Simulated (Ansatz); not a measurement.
**MgS: a bulk modulus from differences**

It was reached by relaxing an invented guess, and it needn't be the stable form of this composition.

The calculation used DFT PBE, scalar-relativistic, plane waves, PAW in Ansatz. Settings of the last relaxation (8-atom cell): 420 eV, 6×6×2 k points, Gaussian smearing of 0.02 eV, no spin polarisation.

```cif
data_structure
_symmetry_space_group_name_H-M 'P6_3mc'
_symmetry_Int_Tables_number 186
_cell_length_a 4.0405
_cell_length_b 4.0405
_cell_length_c 13.0800
_cell_angle_alpha 90.000
_cell_angle_beta 90.000
_cell_angle_gamma 120.000
_cell_volume 184.93
loop_
_atom_site_label
_atom_site_type_symbol
_atom_site_symmetry_multiplicity
_atom_site_Wyckoff_symbol
_atom_site_fract_x
_atom_site_fract_y
_atom_site_fract_z
_atom_site_occupancy
Mg1 Mg 2 a 0.00000 0.00000 0.09486 1
Mg2 Mg 2 b 0.33333 0.66667 0.34395 1
S1 S 2 a 0.00000 0.00000 0.40573 1
S2 S 2 b 0.33333 0.66667 0.15546 1
```

The cell was set to several volumes, with shape and atoms relaxed at each where symmetry leaves them free. Pressure is positive in compression, and energies count from the lowest row.

```tsv
row	V (Å³/atom)	P (GPa)	ΔE (meV/atom)	gap on mesh (eV)
1	20.343	9.12	70.9	3.99
2	21.036	6.29	37.7	3.84
3	21.730	?	?	?
4	22.423	1.78	3.8	3.53
5	23.117	-0.01	0.0	3.37
6	23.810	-1.54	3.4	3.23
7	24.504	-2.86	13.0	3.10
8	25.428	-4.34	33.9	2.93
```

Problem. Find B = −V·ΔP/ΔV from rows 4 and 6 and from rows 1 and 2, and from the two its slope B′ and its value B0 at zero pressure.

Solution. Rows 4 and 6 give −(22.423 + 23.810)/2 × (-1.54 − (1.78))/(23.810 − 22.423) = 55.3 GPa at a mean pressure of 0.12 GPa. Rows 1 and 2 give −(20.343 + 21.036)/2 × (6.29 − (9.12))/(21.036 − 20.343) = 84.5 GPa at a mean pressure of 7.71 GPa. So B′ = (84.5 − 55.3)/(7.71 − (0.12)) = 3.85 and B0 = 55.3 − 3.85 × (0.12) = 54.8 GPa. A third-order Birch–Murnaghan fit to all the energies gives B0 = 55.2 GPa and B′ = 4.0.

Problem. Estimate the pressure and energy of row 3.

Solution. From row 5, V0 = 23.117 × (1 + (-0.01)/54.8) = 23.113 Å³/atom. Murnaghan's form P = (B0/B′)·[(V0/V)^B′ − 1] gives (54.8/3.85) × [(23.113/21.730)^3.85 − 1] = 3.82 GPa; the computed pressure is 3.87 GPa, so the estimate is off by -0.05 GPa. The work of compression from row 4, with the mean of the two pressures, gives ΔE = 3.8 + (3.82 + 1.78)/2 × (22.423 − 21.730)/160.2 × 1000 = 15.9 meV/atom (1 eV/Å³ = 160.2 GPa); the computed value is 15.9 meV/atom.

Problem. Fit the gap against pressure through the other rows and estimate it at the computed pressure of row 3.

Solution. Over the 7 rows the mean pressure is 1.2057 GPa and the mean gap is 3.427 eV. The sums of products of deviations are S_xx = 145.1 and S_xy = 11.31, so the slope is 11.31/145.1 = 0.07795 (r = 0.99, rms misfit 0.04 eV). At 3.87 GPa the line gives 3.427 + (0.07795) × (3.87 − 1.2057) = 3.63 eV. The computed value is 3.68 eV, so the line is off by -0.05 eV, no more than the largest miss among the fitted rows (0.06 eV).

Kohn–Sham gaps at this level usually fall short of measured ones. All volumes keep the k mesh of the relaxed cell. A later test with randomly moved atoms came back to the same energy, though modes that don't fit the test's cell weren't probed.
